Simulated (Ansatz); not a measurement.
CdSe in the rocksalt structure, relaxed with r2SCAN, was run in Ansatz 0.2.0 under altered settings. All numbers are computed, without spin polarisation but where a row says otherwise.

```
CELL_PARAMETERS angstrom
0.00000 2.84295 2.84295
2.84295 0.00000 2.84295
2.84295 2.84295 0.00000
ATOMIC_POSITIONS crystal
Cd 0.00000 0.00000 0.00000
Se 0.50000 0.50000 0.50000
```

The base run's other keys:
```yaml
kpoints:
  mp_grid: { grid: [4, 4, 4] }
hamiltonian:
  xc: hse06
scf:
  occupations: { method: fermi_dirac, width: 0.02 }
  n_extra_bands: 4
```

It takes 23 iterations with 893 plane waves at 420 eV and 8 k points, and leaves a mean stress of +0.50 GPa. The gap over this mesh is 0.392 eV. It ran on 4 threads of Arm Neoverse N1 (shared host).

Outcomes, with energy and stress as changes against the base:
```
                                 setting            outcome  ΔF (meV/atom)  Δ mean stress (GPa)  gap on the mesh (eV)  iterations  wall time
PBE hybrid, exx coeff 0.1, omega 0.3 1/Å  converged, warned              –                 +1.0                  none          14      8.5 s
PBE hybrid, exx coeff 0.5, omega 0.3 1/Å          converged              –                 -1.0                 1.024          25       11 s
PBE hybrid, exx coeff 0.1, omega 0.5 1/Å  converged, warned              –                 +1.2                  none          15      8.7 s
        scf.exx.singularity: regularized          converged            0.0                  0.0                 0.392          23      9.9 s
                    scf.n_extra_bands: 0            refused              –                    –                     –           –      1.3 s
```
A dash marks a value that wasn't obtained or can't be compared. Stress is positive in compression. The base took 10 s.

- PBE hybrid, exx coeff 0.1, omega 0.3 1/Å. That is 10 % exact exchange, screened with ω = 0.3 1/Å, against HSE06's 25 % screened at 0.208 1/Å. The mean stress moves by +1.0 GPa and the gap on the mesh by -0.543 eV (no gap is left). Totals of different functionals aren't comparable. Warned: filled band counts differ across k points.
- PBE hybrid, exx coeff 0.5, omega 0.3 1/Å. That is 50 % exact exchange, screened with ω = 0.3 1/Å, against HSE06's 25 % screened at 0.208 1/Å. The mean stress moves by -1.0 GPa and the gap on the mesh by +0.633 eV (to 1.024). Totals of different functionals aren't comparable.
- PBE hybrid, exx coeff 0.1, omega 0.5 1/Å. That is 10 % exact exchange, screened with ω = 0.5 1/Å, against HSE06's 25 % screened at 0.208 1/Å. The mean stress moves by +1.2 GPa and the gap on the mesh by -0.612 eV (no gap is left). Totals of different functionals aren't comparable. Warned: filled band counts differ across k points.
- scf.n_extra_bands: 0. The input is refused before any iteration. Error: inconsistent input (scf.n_extra_bands, scf.occupations.method): n_bands = 18 leaves no empty band above the 18 bands per channel that the deck's 36 electrons occupy, and the occupations search for the Fermi level (a smearing at a finite width, or tetrahedra) […]

Within 1 meV an atom, 0.1 GPa and 0.005 eV of the base stay: scf.exx.singularity: regularized.

The runs are scalar-relativistic, without spin-orbit coupling.

The program warns that its thresholds are loose for a hybrid's stress.

The meshes of the hybrids are coarse, so their gaps aren't converged to the digits shown.
